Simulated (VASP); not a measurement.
# TiO2 (P4_2/mnm) in VASP: notebook

The runs below take TiO2 through relaxation of cell and atoms, with PBE.

Everything below comes from runs of VASP 6.6.1. Logs are shortened: lines on timing, memory, paths and dates and some standing lists are left out, and cuts for length are marked.

## (1) Starting point

Symmetry: P4_2/mnm, No. 136, tetragonal system. Conventional cell: a = 4.600 Å, b = 4.600 Å, c = 2.959 Å, α = 90.00°, β = 90.00°, γ = 90.00°. Ti (site symmetry mmm) is surrounded by 6 O at 1.95 to 1.98 Å. O (site symmetry m2m) is surrounded by 3 Ti at 1.95 to 1.98 Å.

The cell is a database's computed one.

## (2) Relaxation of cell and atoms, PBE

Contents of INCAR:

```
SYSTEM = TiO2
PREC = Accurate
ENCUT = 480
EDIFF = 1E-7
ISMEAR = -1
SIGMA = 0.05
LREAL = .False.
LASPH = .True.
NELM = 60
ALGO = Fast
ISIF = 3
LWAVE = .False.
LCHARG = .False.
GGA = PE
IBRION = 2
NSW = 40
EDIFFG = -0.02
```

Contents of KPOINTS:

```
regular mesh
0
Gamma
  6 6 9
  0 0 0
```

Contents of POSCAR:

```
TiO2
1.0
    4.5998373239      0.0000000000      0.0000000000
    0.0000000000      4.5998373239      0.0000000000
    0.0000000000      0.0000000000      2.9592135600
Ti O
2 4
Direct
    0.0000000000      0.0000000000      0.5000000000
    0.5000000000      0.5000000000      0.0000000000
    0.3043213200      0.3043213200      0.5000000000
    0.1956786800      0.8043213200      0.0000000000
    0.8043213200      0.1956786800      0.0000000000
    0.6956786800      0.6956786800      0.5000000000
```

Potentials or basis: VASP PAW PBE potentials, release 64 (Ti_sv, O_s).

On the command line:

```sh
cat potpaw_PBE.64/Ti_sv/POTCAR potpaw_PBE.64/O_s/POTCAR > POTCAR
mpirun -np 1 vasp_std > vasp.out
```

OUTCAR:

```text
SYSTEM = TiO2
   PREC = Accurate
   ENCUT = 480
   EDIFF = 1E-7
   ISMEAR = -1
   LREAL = .False.
   LASPH = .True.
   NELM = 60
   ISIF = 3
   GGA = PE
   IBRION = 2
   NSW = 40
   EDIFFG = -0.02

 ion  position               nearest neighbor table
   1  0.000  0.000  0.500-   4 1.95   5 1.95   4 1.95   5 1.95   3 1.98   6 1.98
   2  0.500  0.500  0.000-   3 1.95   6 1.95   3 1.95   6 1.95   5 1.98   4 1.98
   3  0.304  0.304  0.500-   2 1.95   2 1.95   1 1.98
   4  0.196  0.804  0.000-   1 1.95   1 1.95   2 1.98
   5  0.804  0.196  0.000-   1 1.95   1 1.95   2 1.98
   6  0.696  0.696  0.500-   2 1.95   2 1.95   1 1.98

  LATTYP: Found a simple tetragonal cell.
 ALAT       =     4.5998373239
 C/A-ratio  =     0.6433300466

  Lattice vectors:

 A1 = (   4.5998373239,   0.0000000000,   0.0000000000)
 A2 = (   0.0000000000,   4.5998373239,   0.0000000000)
 A3 = (   0.0000000000,   0.0000000000,   2.9592135600)

Analysis of symmetry for initial positions (statically):
=====================================================================
 Subroutine PRICEL returns:
 Original cell was already a primitive cell.

 Routine SETGRP: Setting up the symmetry group for a
 simple tetragonal supercell.

 Subroutine GETGRP returns: Found 16 space group operations
 (whereof  8 operations were pure point group operations)
 out of a pool of 16 trial point group operations.

The static configuration has the point symmetry D_2h.
 The point group associated with its full space group is D_4h.

Analysis of symmetry for dynamics (positions and initial velocities):
=====================================================================
 Subroutine PRICEL returns:
 Original cell was already a primitive cell.

 Routine SETGRP: Setting up the symmetry group for a
 simple tetragonal supercell.

 Subroutine GETGRP returns: Found 16 space group operations
 (whereof  8 operations were pure point group operations)
 out of a pool of 16 trial point group operations.

The dynamic configuration has the point symmetry D_2h.
 The point group associated with its full space group is D_4h.

 Subroutine INISYM returns: Found 16 space group operations
 (whereof  8 operations are pure point group operations),
 and found     1 'primitive' translations

----------------------------------------------------------------------------------------

                                     Primitive cell

  volume of cell :      62.6125

  direct lattice vectors                    reciprocal lattice vectors
     4.599837324  0.000000000  0.000000000     0.217398993  0.000000000  0.000000000
     0.000000000  4.599837324  0.000000000     0.000000000  0.217398993  0.000000000
     0.000000000  0.000000000  2.959213560     0.000000000  0.000000000  0.337927622

  length of vectors
     4.599837324  4.599837324  2.959213560     0.217398993  0.217398993  0.337927622

  position of ions in fractional coordinates (direct lattice)
     0.000000000  0.000000000  0.500000000
     0.500000000  0.500000000  0.000000000
     0.304321320  0.304321320  0.500000000
     0.195678680  0.804321320  0.000000000
     0.804321320  0.195678680  0.000000000
     0.695678680  0.695678680  0.500000000

  ion indices of the primitive-cell ions
   primitive index   ion index
                 1           1
                 2           2
                 3           3
                 4           4
                 5           5
                 6           6

----------------------------------------------------------------------------------------

 KPOINTS: regular mesh

Automatic generation of k-mesh.
 Grid dimensions read from file:
 generate k-points for:    6    6    9

 Generating k-lattice:

  Cartesian coordinates                     Fractional coordinates (reciprocal lattice)
     0.036233165  0.000000000  0.000000000     0.166666667  0.000000000  0.000000000
     0.000000000  0.036233165  0.000000000     0.000000000  0.166666667  0.000000000
     0.000000000  0.000000000  0.037547514     0.000000000  0.000000000  0.111111111

  Length of vectors
     0.036233165  0.036233165  0.037547514

  Shift w.r.t. Gamma in fractional coordinates (k-lattice)
     0.000000000  0.000000000  0.000000000

 Subroutine IBZKPT returns following result:
 ===========================================

 Found     50 irreducible k-points:

 Following reciprocal coordinates:
            Coordinates               Weight
  0.000000  0.000000  0.000000      1.000000
  0.166667  0.000000  0.000000      4.000000
  0.333333  0.000000  0.000000      4.000000
  0.500000  0.000000  0.000000      2.000000
  0.166667  0.166667  0.000000      4.000000
  0.333333  0.166667  0.000000      8.000000
[... 16 lines left out ...]
  0.333333  0.000000  0.222222      8.000000
  0.500000  0.000000  0.222222      4.000000
 [... further k-points ...]
   k-points           NKPTS =     50   k-points in BZ     NKDIM =     50   number of bands    NBANDS=     28
   number of dos      NEDOS =    301   number of ions     NIONS =      6
   total plane-waves  NPLWV =  31104
   dimension x,y,z NGX =    36 NGY =   36 NGZ =   24
   dimension x,y,z NGXF=    72 NGYF=   72 NGZF=   48
   ions per type =               2   4
   NGX,Y,Z   is equivalent  to a cutoff of  13.01, 13.01, 13.48 a.u.
   NGXF,Y,Z  is equivalent  to a cutoff of  26.02, 26.02, 26.97 a.u.
 SYSTEM =  TiO2
   PREC   = accura    normal or accurate (medium, high low for compatibility)
   ISTART =      0    job   : 0-new  1-cont  2-samecut
   ICHARG =      2    charge: 1-file 2-atom 10-const
   ISPIN  =      1    spin polarized calculation?
   LNONCOLLINEAR =      F non collinear calculations
   LSORBIT =      F    spin-orbit coupling
   LASPH  =      T    aspherical Exc in radial PAW
   ENCUT  =  480.0 eV  35.28 Ry    5.94 a.u.   8.22  8.22  5.29*2*pi/ulx,y,z
   NELM   =     60;   NELMIN=  2; NELMDL= -5     # of ELM steps
   EDIFF  = 0.1E-06   stopping-criterion for ELM
   LREAL  =      F    real-space projection
   EDIFFG = -.2E-01   stopping-criterion for IOM
   NSW    =     40    number of steps for IOM
   IBRION =      2    ionic relax: 0-MD 1-quasi-New 2-CG
   NFREE  =      1    steps in history (QN), initial steepest desc. (CG)
   ISIF   =      3    stress and relaxation
   ISYM   =      2    0-nonsym 1-usesym 2-fastsym
   POTIM  = 0.5000    time-step for ionic-motion
   TEBEG  =    0.0;   TEEND  =   0.0 temperature during run
   PSTRESS=    0.0 pullay stress
   NELECT =      48.0000    total number of electrons
   NUPDOWN=      -1.0000    fix difference up-down
   EMIN   =  10.00;   EMAX   =-10.00  energy-range for DOS
   EFERMI =   0.00;   METHOD = LEGACY
   ISMEAR =    -1;   SIGMA  =   0.05  broadening in eV -4-tet -1-fermi 0-gaus
   EFERMI_NEDOS =   21; number of points for ismear=-14 and -15
   IALGO  =     68    algorithm
   IMIX   =      4    mixing-type and parameters
     AMIX     =   0.40;   BMIX     =  1.00
     AMIX_MAG =   1.60;   BMIX_MAG =  1.00
  volume/ion in A,a.u.               =      10.44        70.42
  Fermi-wavevector in a.u.,A,eV,Ry     =   1.498309  2.831394 30.544140  2.244931
  Thomas-Fermi vector in A             =   2.610085
   LORBIT       =      0    0 simple, 1 ext, 2 COOP (PROOUT), +10 PAW based schemes
   GGA     = PE    functional components
   LHFCALC =     F    Hartree Fock is set to
   AEXX    =    0.0000 exact exchange contribution
   IVDW    =     0    specifies the selected vdW correction
   LEPSILON=     F    determine dielectric tensor
   LRPA    =     F    only Hartree local field effects (RPA)
 conjugate gradient relaxation of ions
 non-spin polarized calculation
 RMM-DIIS sequential band-by-band and
  energy-cutoff  :      480.00
  volume of cell :       62.61
 maximum number of plane-waves:      1508
 NGX is ok and might be reduce to    36
   NGX = 17   NGY = 17   NGZ = 11

--------------------------------------- Ionic step        1  -------------------------------------------

 number of electron      47.9999998 magnetization

 Free energy of the ion-electron system (eV)
  ---------------------------------------------------
  ext. energy  EPLUGINS =         0.00000000
  ---------------------------------------------------
  free energy    TOTEN  =       -53.63666576 eV

  energy without entropy =      -53.63666576  energy(sigma->0) =      -53.63666576

------------------------ aborting loop EDIFF was not reached (unconverged)  ----------------------------

  FORCE on cell =-STRESS in cart. coord.  units (eV):
  Direction    XX          YY          ZZ          XY          YZ          ZX
  --------------------------------------------------------------------------------------
  -------------------------------------------------------------------------------------
  Total        1.9063927      1.9063927      1.8313548     -0.0000000      0.0000000      0.0000000
  in kB       48.7822353     48.7822353     46.8621083     -0.0000000      0.0000000      0.0000000
  external PRESSURE =      48.1421930 kB  Pullay stress =       0.0000000 kB

 VOLUME and BASIS-vectors are now :
 -----------------------------------------------------------------------------
  energy-cutoff  :      480.00
  volume of cell :       62.61
      direct lattice vectors                 reciprocal lattice vectors
     4.599837324  0.000000000  0.000000000     0.217398993  0.000000000  0.000000000
     0.000000000  4.599837324  0.000000000     0.000000000  0.217398993  0.000000000
     0.000000000  0.000000000  2.959213560     0.000000000  0.000000000  0.337927622
[... 136 lines left out ...]
  energy  without entropy=      -53.6568425032  energy(sigma->0) =      -53.65684250

--------------------------------------- Ionic step        5  -------------------------------------------

 number of electron      48.0000005 magnetization

 Free energy of the ion-electron system (eV)
  ---------------------------------------------------
  ext. energy  EPLUGINS =         0.00000000
  ---------------------------------------------------
  free energy    TOTEN  =       -53.65697186 eV

  energy without entropy =      -53.65697186  energy(sigma->0) =      -53.65697186

 E-fermi :   5.8169     XC(G=0): -11.2828

 val. band max:        4.9304474210   @ k =   0.0000   0.0000   0.0000
 cond. band min:       6.7421425529   @ k =   0.0000   0.0000   0.0000
 fundamental gap:      1.8116951319
 Fermi energy:         5.8169107246

 k-point     1 :       0.0000    0.0000    0.0000
  band No.  band energies     occupation
      1     -52.0614      2.00000
      2     -52.0466      2.00000
      3     -28.3461      2.00000
      4     -28.3461      2.00000
      5     -28.1969      2.00000
      6     -28.1969      2.00000
[... 733 lines left out ...]
     27       7.9958      0.00000
     28       7.9967      0.00000

 [... further k-points ...]

------------------------ aborting loop because EDIFF is reached ----------------------------------------

  FORCE on cell =-STRESS in cart. coord.  units (eV):
  Direction    XX          YY          ZZ          XY          YZ          ZX
  --------------------------------------------------------------------------------------
  -------------------------------------------------------------------------------------
  Total       -0.0005919     -0.0005919     -0.0112171      0.0000000      0.0000000      0.0000000
  in kB       -0.0148176     -0.0148176     -0.2807993      0.0000000      0.0000000      0.0000000
  external PRESSURE =      -0.1034782 kB  Pullay stress =       0.0000000 kB
[... 21 lines left out ...]
  FREE ENERGIE OF THE ION-ELECTRON SYSTEM (eV)
  ---------------------------------------------------
  free  energy   TOTEN  =       -53.6569718618 eV

  energy  without entropy=      -53.6569718610  energy(sigma->0) =      -53.65697186

 reached required accuracy - stopping structural energy minimisation
```

It took 5 min on 1 thread of Intel Xeon 6975P-C (Granite Rapids), shared host; peak memory 0.21 GiB.

What came out:

```yaml
Free_energy: -53.6570 eV
Relaxed_volume: 10.67 Å³/atom
Relaxed_cell: a = 4.642 Å, b = 4.642 Å, c = 2.970 Å, α = 90.00°, β = 90.00°, γ = 90.00°
Space_group_after_relaxing_to_0.05_Å: P4_2/mnm (No. 136)
Energy_gained_by_relaxing: 3.4 meV/atom
Ionic_steps: 5
Pressure_after_relaxing: 0.0 GPa
Band_gap_on_the_k_mesh: 1.81 eV, direct
```

Step by step:
```csv
step,energy change (eV),largest force (eV/Å),pressure (GPa),volume (Å³)
1,0.0000,0.0333,4.81,62.61
2,0.0096,0.1971,-5.44,65.50
3,-0.0187,0.0739,-0.01,63.89
4,-0.0202,0.0201,-0.01,63.97
5,-0.0203,0.0017,-0.01,64.00
```

Final structure:
```cif
data_structure
_symmetry_space_group_name_H-M 'P 1'
_symmetry_Int_Tables_number 1
_cell_length_a 4.6422
_cell_length_b 4.6422
_cell_length_c 2.9700
_cell_angle_alpha 90.000
_cell_angle_beta 90.000
_cell_angle_gamma 90.000
_cell_volume 64.00
loop_
_atom_site_label
_atom_site_type_symbol
_atom_site_fract_x
_atom_site_fract_y
_atom_site_fract_z
_atom_site_occupancy
Ti1 Ti 0.00000 0.00000 0.50000 1
Ti2 Ti 0.50000 0.50000 0.00000 1
O1 O 0.30488 0.30488 0.50000 1
O2 O 0.19512 0.80488 0.00000 1
O3 O 0.80488 0.19512 0.00000 1
O4 O 0.69512 0.69512 0.50000 1
```

Levels at points of the mesh, in eV from the valence-band top:
```tsv
k point	band 20	band 21	band 22	band 23	band 24	band 25	band 26	band 27	band 28
(0.00, 0.00, 0.00)	-1.92	-0.69	-0.45	-0.45	0.00	1.81	2.09	2.35	2.43
(0.50, 0.00, 0.00)	-3.00	-1.59	-1.59	-0.71	-0.71	2.45	2.45	2.92	2.92
(0.50, 0.50, 0.00)	-2.12	-1.27	-1.27	-1.06	-1.06	1.84	1.84	2.45	2.45
```

Caveat: an odd mesh through Γ misses points on the zone boundary, where band edges often lie.

(Part 1 of 2 ends here.)
